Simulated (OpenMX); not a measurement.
# Zr under changes of volume

One of the cells (23.281 Å³/atom); the others are scaled copies at fixed shape and fractional positions:

```
Zr
1.0
     3.23200    0.00000    0.00000
    -1.61600    2.79899    0.00000
     0.00000    0.00000    5.14700
Zr
2
Cartesian
  1.6160 0.9330 3.8603
  0.0000 1.8660 1.2868
```

| Quantity | Value |
| --- | --- |
| Program | OpenMX 3.8.5 |
| Functional | LDA |
| Potentials or basis | OpenMX 2013 LDA set, Zr7.0-s3p2d2, fixed grid of 35 × 35 × 63 points |
| k mesh | 9 × 9 × 5 |
| Occupations | fermi-dirac, width 0.05 eV |
| Spin | no spin polarisation |

```tsv
volume (Å³/atom)	energy over the lowest point (meV/atom)	largest force (eV/Å)
21.884	0.40	0.006
22.350	0.00	0.005
22.815	6.04	0.009
23.281	17.93	0.006
23.746	35.15	0.007
24.212	?	?
24.678	83.91	0.005
```

Problem. What does the run at 24.212 Å³/atom give?

Solution. Energy over the lowest point 57.26 meV/atom; largest force 0.010 eV/Å.

Worked out: A Birch-Murnaghan fit of order 3 (a polynomial in V^(-2/3)) to the other rows has its minimum at 22.14 Å³/atom with B0 = V·E''(V) = 109 GPa and B' = 3.4 at fixed shape and positions, which overstates the stiffness. It gives 57.30 meV/atom at 24.212 Å³/atom, against the run's 57.26.

Energies are extrapolated to zero smearing.

Caveats: the basis of atomic orbitals isn't converged, which shifts pressures, moduli and gaps.
